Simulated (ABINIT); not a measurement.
# SnO2 (Cassiterite) (P4_2/mnm) in ABINIT: band structure with TB-mBJ

Aim: the band structure of SnO2 (Cassiterite) with TB-mBJ.

All numbers are computed with ABINIT 10.8.3 (patched build); they aren't measurements. Logs are shortened: lines on timing, memory, paths and dates and some standing lists are left out, and cuts for length are marked. The log counts tension as positive stress, the text compression.

## Step 1: Starting point

Symmetry: P4_2/mnm, No. 136, tetragonal system. Conventional cell: a = 4.738 Å, b = 4.738 Å, c = 3.187 Å, α = 90.00°, β = 90.00°, γ = 90.00°. Sn (site symmetry mmm) is surrounded by 6 O at 2.05 to 2.06 Å. O (site symmetry m2m) has 3 Sn at 2.05 to 2.06 Å as nearest neighbours.

## Step 2: Band structure, TB-mBJ

Input file run.abi:

```
# Datasets: ground state, then fixed potential
ndtset 2

# Pseudopotentials
pp_dirpath "./"
pseudos "Sn.LDA_PW-JTH.xml, O.LDA_PW-JTH.xml"

# Structure
acell 4.738 4.738 3.1865 Angstrom
rprim
     1.0000000000     0.0000000000     0.0000000000
     0.0000000000     1.0000000000     0.0000000000
     0.0000000000     0.0000000000     1.0000000000
ntypat 2
znucl 50 8
natom 6
typat 1 1 2 2 2 2
xcart
     2.3690000000     2.3690000000     1.5932500000
     0.0000000000     0.0000000000     0.0000000000
     3.8240398000     0.9139602000     1.5932500000
     3.2829602000     3.2829602000     0.0000000000
     0.9139602000     3.8240398000     1.5932500000
     1.4550398000     1.4550398000     0.0000000000 Angstrom

# Plane-wave basis
ecut 761.918815 eV
pawecutdg 50.0

# Exchange and correlation
ixc -208012
usekden 1
pawxcdev 0

# Bands and occupations
occopt 3
tsmear 0.05 eV

# SCF cycle
nstep 100
diemix 0.3
optforces 0
optstress 0

# Output
iomode 3
prtwf 0
prteig 0
prtebands 0
enunit 1
prtden1 1
prtkden1 1
prtvha1 1
prtvclmb1 1
prtpot1 1

# Dataset 1
kptopt1 1
ngkpt1 5 5 7
nshiftk1 1
shiftk1 0.0 0.0 0.0
nband1 32
tolvrs1 1.0e-7

# Dataset 2: bands along G-X-M-G-Z-R-A-Z
iscf2 -2
getden2 1
getkden2 1
nband2 38
nbdbuf2 4
tolwfr2 1.0e-11
kptopt2 -7
ndivsm2 5
prteig2 1
kptbounds2
     0.0000000000     0.0000000000     0.0000000000
     0.0000000000     0.5000000000     0.0000000000
     0.5000000000     0.5000000000     0.0000000000
     0.0000000000     0.0000000000     0.0000000000
     0.0000000000     0.0000000000     0.5000000000
     0.0000000000     0.5000000000     0.5000000000
     0.5000000000     0.5000000000     0.5000000000
     0.0000000000     0.0000000000     0.5000000000
```

Potentials or basis: JTH PAW LDA v2.0.

On the command line:

```
$ mpirun --bind-to none -np 4 abinit run.abi > log 2>&1
```

run.abo:

```text
.Version 10.8.3 of ABINIT
 DATASET    1 : space group P4_2/m n m (#136); Bravais tP (primitive tetrag.)
================================================================================
 Values of the parameters that define the memory need for DATASET  1.
     intxc =       0    ionmov =       0      iscf =       7    lmnmax =      18
     lnmax =       6     mgfft =      45  mpssoang =       3    mqgrid =    3001
     natom =       6  nloc_mem =       2    nspden =       1   nspinor =       1
    nsppol =       1      nsym =      16    n1xccc =       1    ntypat =       2
    occopt =       3   xclevel =       2
       mpw =        3434          nfft =       60750          nkpt =          24
Pmy_natom=         2
 PAW method is used; the additional fine FFT grid is defined by:
   mgfftf=        60    nfftf =    144000
================================================================================
================================================================================

 DATASET    2 : space group P4_2/m n m (#136); Bravais tP (primitive tetrag.)
================================================================================
 Values of the parameters that define the memory need for DATASET  2.
     intxc =       0    ionmov =       0      iscf =      -2    lmnmax =      18
     lnmax =       6     mgfft =      45  mpssoang =       3    mqgrid =    3001
     natom =       6  nloc_mem =       2    nspden =       1   nspinor =       1
    nsppol =       1      nsym =      16    n1xccc =       1    ntypat =       2
    occopt =       3   xclevel =       2
       mpw =        3440          nfft =       60750          nkpt =          42
Pmy_natom=         2
 PAW method is used; the additional fine FFT grid is defined by:
   mgfftf=        60    nfftf =    144000
================================================================================
================================================================================

--------------------------------------------------------------------------------
------------- Echo of variables that govern the present computation ------------
--------------------------------------------------------------------------------
 -outvars: echo values of preprocessed input variables --------
            acell      8.9535223846E+00  8.9535223846E+00  6.0216123002E+00 Bohr
              amu      1.18710000E+02  1.59994000E+01
           diemix      3.00000000E-01
             ecut      2.80000000E+01 Hartree
           enunit           1
           getden1          0
           getden2          1
          getkden1          0
          getkden2          1
             iscf1          7
[... 934 lines left out ...]
    5      0.91396020000000     3.82403980000000     1.59325000000000
    6      1.45503980000000     1.45503980000000     0.00000000000000
 length scales=  8.953522384551  8.953522384551  6.021612300205 bohr
              =  4.738000000000  4.738000000000  3.186500000000 angstroms
 Eigenvalues (   eV  ) for nkpt=  42  k points:
 kpt#   1, nband= 38, wtk=  1.00000, kpt=  0.0000  0.0000  0.0000 (reduced coord)
 -15.56444  -14.58772  -14.23491  -14.23491  -14.20543  -14.14112  -14.03174  -13.96124
 -13.88537  -13.88537  -13.62693  -12.48448  -12.48448  -10.44409   -1.40051    2.30312
   2.30312    2.34393    3.19387    4.06368    4.19123    4.84148    4.84148    5.13663
   5.13663    5.79383    8.75591   13.86760   14.43529   14.43529   18.66691   18.86343
  20.28253   20.28253   20.80727   21.00107   23.76722   24.66530
 kpt#   2, nband= 38, wtk=  1.00000, kpt=  0.0000  0.1000  0.0000 (reduced coord)
 -15.54692  -14.60286  -14.23447  -14.23431  -14.23430  -14.14347  -14.02978  -13.96260
 -13.88569  -13.88565  -13.61257  -12.52657  -12.40318  -10.47712   -1.34071    2.13309
   2.35216    2.37892    3.24295    4.00692    4.25738    4.84412    4.85045    4.98863
   5.14322    5.75341    8.97068   13.75831   14.48105   14.53523   18.76238   18.93049
  20.17138   20.29035   20.80824   20.98640   23.55592   24.71468
 kpt#   3, nband= 38, wtk=  1.00000, kpt=  0.0000  0.2000  0.0000 (reduced coord)
 -15.49465  -14.67179  -14.27548  -14.23346  -14.23328  -14.15086  -14.02416  -13.96706
 -13.88707  -13.88707  -13.56705  -12.64393  -12.18976  -10.57789   -1.16155    1.70947
   2.48150    2.49357    3.38576    3.85170    4.37680    4.63034    4.85100    4.86832
   5.16169    5.64072    9.52192   13.48728   14.61804   14.75139   19.04148   19.05422
[... 221 lines left out ...]
   4.67340    4.74535   13.54324   13.95176   16.53284   18.04959   18.70442   19.09029
  19.10747   20.04572   21.09611   21.12714   21.28573   21.95397
 kpt#  41, nband= 38, wtk=  1.00000, kpt=  0.0714  0.0714  0.5000 (reduced coord)
 -15.34695  -15.29238  -14.72497  -14.62556  -13.98319  -13.97946  -13.97531  -13.96958
 -13.91287  -13.91061  -12.41285  -12.30359  -10.81272  -10.74395   -0.49158   -0.37116
   2.10949    2.12122    2.15195    2.70010    3.63726    4.04414    4.44776    4.45421
   4.67531    4.69626   13.66983   13.78557   17.32809   17.87845   18.98100   18.98281
  18.98834   19.47860   21.04689   21.04943   21.83256   22.20555
 kpt#  42, nband= 38, wtk=  1.00000, kpt=  0.0000  0.0000  0.5000 (reduced coord)
 -15.29152  -15.29152  -14.72411  -14.72411  -13.97936  -13.97936  -13.97311  -13.97311
 -13.91330  -13.91330  -12.30927  -12.30927  -10.81032  -10.81032   -0.44776   -0.44776
   2.19469    2.19469    2.57015    2.57015    3.63706    3.63706    4.41704    4.41704
   4.67932    4.67932   13.71064   13.71064   17.81830   17.81830   18.93991   18.93991
  19.08590   19.08590   21.03365   21.03365   22.29971   22.30664

== END DATASET(S) ==============================================================
================================================================================

 -outvars: echo values of variables after computation  --------
            acell      8.9535223846E+00  8.9535223846E+00  6.0216123002E+00 Bohr
           etotal1    -1.6391440672E+02
            fcart1     9.9999999999E+99  9.9999999999E+99  9.9999999999E+99
                       9.9999999999E+99  9.9999999999E+99  9.9999999999E+99
                       9.9999999999E+99  9.9999999999E+99  9.9999999999E+99
                       9.9999999999E+99  9.9999999999E+99  9.9999999999E+99
                       9.9999999999E+99  9.9999999999E+99  9.9999999999E+99
                       9.9999999999E+99  9.9999999999E+99  9.9999999999E+99
           strten1     9.9999999999E+99  9.9999999999E+99  9.9999999999E+99
                       9.9999999999E+99  9.9999999999E+99  9.9999999999E+99
           xangst      2.3690000000E+00  2.3690000000E+00  1.5932500000E+00
                       0.0000000000E+00  0.0000000000E+00  0.0000000000E+00
                       3.8240398000E+00  9.1396020000E-01  1.5932500000E+00
                       3.2829602000E+00  3.2829602000E+00  0.0000000000E+00
                       9.1396020000E-01  3.8240398000E+00  1.5932500000E+00
                       1.4550398000E+00  1.4550398000E+00  0.0000000000E+00
             xred      5.0000000000E-01  5.0000000000E-01  5.0000000000E-01
                       0.0000000000E+00  0.0000000000E+00  0.0000000000E+00
                       8.0710000000E-01  1.9290000000E-01  5.0000000000E-01
                       6.9290000000E-01  6.9290000000E-01  0.0000000000E+00
                       1.9290000000E-01  8.0710000000E-01  5.0000000000E-01
                       3.0710000000E-01  3.0710000000E-01  0.0000000000E+00
 Calculation completed.
```

Run time: 5 min. Hardware: 4 MPI ranks of Intel Xeon Platinum 8488C (Sapphire Rapids), shared host; peak memory 0.64 GiB.

What came out:

* Band gap on the k mesh: 2.96 eV, direct
* Band gap along the path: 2.96 eV, direct

Levels at the corners of the path, in eV from the valence-band top:
```csv
point,band 23,band 24,band 25,band 26,band 27,band 28,band 29,band 30
Γ,-0.95,-0.66,-0.66,0.00,2.96,8.07,8.64,8.64
X,-0.91,-0.91,-0.52,-0.52,6.03,6.03,9.41,9.41
M,-1.01,-1.01,-0.81,-0.81,6.48,6.48,9.65,9.65
Γ,-0.95,-0.66,-0.66,0.00,2.96,8.07,8.64,8.64
Z,-1.38,-1.38,-1.11,-1.11,7.92,7.92,12.02,12.02
R,-0.95,-0.95,-0.49,-0.49,8.20,8.20,10.24,10.24
A,-0.82,-0.82,-0.77,-0.77,6.72,6.72,11.28,11.28
Z,-1.38,-1.38,-1.11,-1.11,7.92,7.92,12.02,12.02
```

Caveat: the constant c of TB-mBJ comes from the pseudo density here, which moves gaps by up to 0.3 eV between sets of potentials; spin-orbit coupling is left out, which moves the levels of the heavy elements; the atomic spheres overlap.
